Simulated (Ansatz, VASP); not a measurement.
Given: the input of a run of Ansatz 0.2.0 on H.

File input.yaml:

```yaml
crystal:
  lattice:
    - [2.7026315137, 0.0, 0.0]
    - [0.0, 2.6496387389, 0.0]
    - [0.0, 0.0, 0.98049292]
  atoms:
    - { symbol: H, position: [0.0, 0.0, 0.5] }
hamiltonian:
  xc: pbe
  pseudopotentials: { kind: paw }
kpoints:
  mp_grid: { grid: [10, 10, 26] }
scf:
  occupations: { method: fermi_dirac, width: 0.05 }
output:
  forces: true
  stress: true
  eigenvalues: true
```

Potentials or basis: Ansatz PAW.

Run with:

```console
$ ansatz run input.yaml --threads 2 --pin off --max-ram 5632MiB --backend cpu --events-out ev --progress --plain --runs-dir out
```

Task: Translate it to VASP 6.6.1. Potentials there: VASP PAW PBE potentials, release 64 (H).

Result: As run (the cutoff follows the program's own potentials):

The input INCAR:

```
  PREC = Accurate
  ENCUT = 520
  EDIFF = 1E-6
  ISMEAR = -1
  SIGMA = 0.05
  LREAL = False
  LASPH = True
  NELM = 100
  ALGO = Normal
  ISIF = 2
  LWAVE = False
  LCHARG = False
  GGA = PE
  NBANDS = 6
```

The input KPOINTS:

```
regular mesh
0
Gamma
  10 10 26
```

Contents of POSCAR:

```
H
1.0
    2.7026315137      0.0000000000      0.0000000000
    0.0000000000      2.6496387389      0.0000000000
    0.0000000000      0.0000000000      0.9804929200
H
1
Direct
    0.0000000000      0.0000000000      0.5000000000
```

Potentials or basis: VASP PAW PBE potentials, release 64 (H).

Launch:

```bash
$ cat potpaw_PBE.64/H/POTCAR > POTCAR
$ mpirun -np 1 vasp_std > vasp.out
```

Both were run:

|  | VASP | Ansatz | Ansatz less VASP |
| --- | --- | --- | --- |
| gap on the k mesh at the Fermi level (eV) | none | none | - |
| pressure (GPa) | 1.5 | 1.7 | +0.28 |
| largest component of the traceless stress (GPa) | 1.25 | 1.25 | 0.000 |

A gap of «none» marks a metal or a gap that the smearing closes.
